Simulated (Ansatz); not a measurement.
# Infrared modes and screening in KI (h-MgO type)

Perturbation theory with PBEsol in the plane-wave code Ansatz on the PBEsol cell, ground state and force constants on a 6×6×4 mesh. Simulation only: spin-unpolarised, and no claim that this is the phase found in nature.

The symmetry is P6_3/mmc (No. 194, hexagonal); a = 5.976 Å, c = 6.954 Å in the conventional setting, 53.77 Å³ an atom. Around K lie 5 I at 3.45–3.48 Å; around I lie 5 K at 3.45–3.48 Å.

```cif
data_structure
_symmetry_space_group_name_H-M 'P6_3/mmc'
_symmetry_Int_Tables_number 194
_cell_length_a 5.9759
_cell_length_b 5.9759
_cell_length_c 6.9541
_cell_angle_alpha 90.000
_cell_angle_beta 90.000
_cell_angle_gamma 120.000
_cell_volume 215.07
loop_
_atom_site_label
_atom_site_type_symbol
_atom_site_symmetry_multiplicity
_atom_site_Wyckoff_symbol
_atom_site_fract_x
_atom_site_fract_y
_atom_site_fract_z
_atom_site_occupancy
K1 K 2 c 0.33333 0.66667 0.25000 1
I1 I 2 d 0.66667 0.33333 0.25000 1
```

Optical modes without the longitudinal term:
```tsv
ω (cm⁻¹)	degeneracy	IR intensity, summed over the level ((D/Å)²/amu)
29	2	0.00
46	1	0.00
100	2	3.12
101	2	0.00
104	1	2.14
111	1	0.00
```

All optical modes at Γ are real, from 29 to 111 cm⁻¹ without the longitudinal term; this says nothing of other wave vectors. With the long-range field the highest mode reaches 138 cm⁻¹. Of the real levels 2 are infrared active, the strongest at 100 cm⁻¹.

ε∞: 2.38 along x and y, 2.58 along z. With the ions relaxed, ε⁰ is 3.9 along x and y, 4.6 along z. Born charges, averaged over directions: K +1.06, I -1.06 e.

For comparison, on the r2SCAN cell the mean ε∞ is 2.3 with r2SCAN (ground state on 6×6×4; least gap 4.35 eV), 2.39 with PBE (ground state on 6×6×4; least gap 3.79 eV).

No spin-orbit coupling is included; it can move band edges with weight on the heavy atoms by tenths of an eV.
